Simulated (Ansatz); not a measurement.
Si: how strain makes field gradients

```
CELL_PARAMETERS angstrom
0.00000 2.71547 2.71547
2.71547 0.00000 2.71547
2.71547 2.71547 0.00000
ATOMIC_POSITIONS crystal
Si 0.50000 0.50000 0.50000
Si 0.75000 0.75000 0.75000
```

Atom numbers follow the list: Si1, Si2.

Conventional cell: a = 5.431 Å, b = 5.431 Å, c = 5.431 Å, α = 90.00°, β = 90.00°, γ = 90.00°. Around Si (atom 1) lie 4 Si at 2.35 Å.

The structure is an experimental refinement, used without relaxation.

The calculation used Ansatz 0.2.0, DFT, PBE, all-electron PAW with datasets made for the crystal, scalar-relativistic.

Sampling and basis: a Γ-centred 11×11×11 k mesh, Fermi–Dirac smearing of 0.08 eV, cutoff 180 eV (chosen by the program for this cell), no spin polarisation.

The strain is applied along the Cartesian axes of the cell as listed (γ is the engineering shear, twice εxy = εyz = εzx). Fractional coordinates are held (clamped ions).

The columns are Cartesian components of the electric field gradient at the nuclei, in 10²¹ V/m².

Only quantities that a quadratic follows smoothly over the whole series are listed; rougher ones are left out.

```csv
γ,Vxy at Si1
-0.0100,-0.20
0.0000,0.00
0.0200,0.38
0.0300,0.57
```

(1) Fit the series and give the gradient–strain slopes.

(2) One run, at γ = 0.0100, is withheld. Predict its row.

Results:

(1) Least-squares fits y = p0 + p1 x + p2 x² to the rows give Vxy at Si1: p1 = 19.5, p2 = -17. The slopes p1 are in 10²¹ V/m² per unit strain, for clamped ions.

(2) The fits give 0.19; the run gave 0.19.
